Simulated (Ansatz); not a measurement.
Ag:

```xyz
1
Lattice="-1.6557 1.6557 1.6557 1.6557 -1.6557 1.6557 1.6557 1.6557 -1.6557" Properties=species:S:1:pos:R:3 pbc="T T T"
Ag    0.0000    0.0000    0.0000
```

This isn't the form of Ag at room conditions, which is fcc.

Base run:

- Program: Ansatz 0.2.0
- Functional: PBEsol
- Potentials or basis: Ansatz PAW
- Cutoff: 420 eV (not typed: the program's choice for these potentials)
- k mesh: 8 × 8 × 8
- Occupations: fermi-dirac, width 0.05 eV
- Spin: spin-orbit coupling, no magnetisation

Its results: band gap on the k mesh none (metal or under the smearing width); pressure -7.4 GPa.

Question: The run is repeated on the same cell with these changes: functional from PBEsol to LDA. What comes out?

Answer: Band gap on the k mesh none (metal or under the smearing width); pressure -11.6 GPa.

LDA binds more tightly than PBEsol, so the same cell stands under less pressure.

Caveats: the PAW data sets come from PBE, with cores solved anew for the run's functional, which leaves a small shift of forces and pressure.
